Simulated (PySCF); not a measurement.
A series of derivatives of 1,3-cyclohexadiene

Parent skeleton `[CH:1]1=[CH:2][CH2:3][CH2:4][CH:5]=[CH:6]1`; one hydrogen on atom 2 is replaced by X. Hydrogens on one atom are averaged.

- geometry: GFN2-xTB
- σ from GIAO-PBE0/pcSseg-1
- program: PySCF 2.14
- in vacuum, non-relativistic Hamiltonian, averaged over atoms made equivalent by symmetry, fast rotation or ring inversion, one computed conformer

Referencing at the same level of theory: TMS for 13C and 1H.

Parent (X = H): C1 132.0, C2 133.7, C3 25.7, C4 25.7, C5 133.7, C6 132.0, H(C1) 6.21, H(C3) 2.25, H(C4) 2.25 ppm. Effects are Δδ = δ(X) − δ(H), positive for deshielding.

Question: Give Δδ (ppm) for X = 2-furyl, C2H5, COOH.

Answer: 
```csv
X,SMILES,C1,C2,C3,C4,C5,C6,H(C1),H(C3),H(C4)
2-furyl,C1=CCCC(c2ccco2)=C1,-7.3,-1.6,+0.5,+1.0,-0.8,+1.0,+0.68,+0.18,+0.09
C2H5,CCC1=CC=CCC1,-6.2,+15.9,+4.1,+0.8,-3.0,+0.8,-0.18,-0.14,-0.01
COOH,O=C(O)C1=CC=CCC1,+10.9,-2.4,-3.0,+1.1,+11.3,-0.2,+1.25,+0.33,+0.08
```

Question: Which position responds most, and to which substituents?

Answer: C2: from -2.4 ppm with COOH to +15.9 ppm with C2H5.
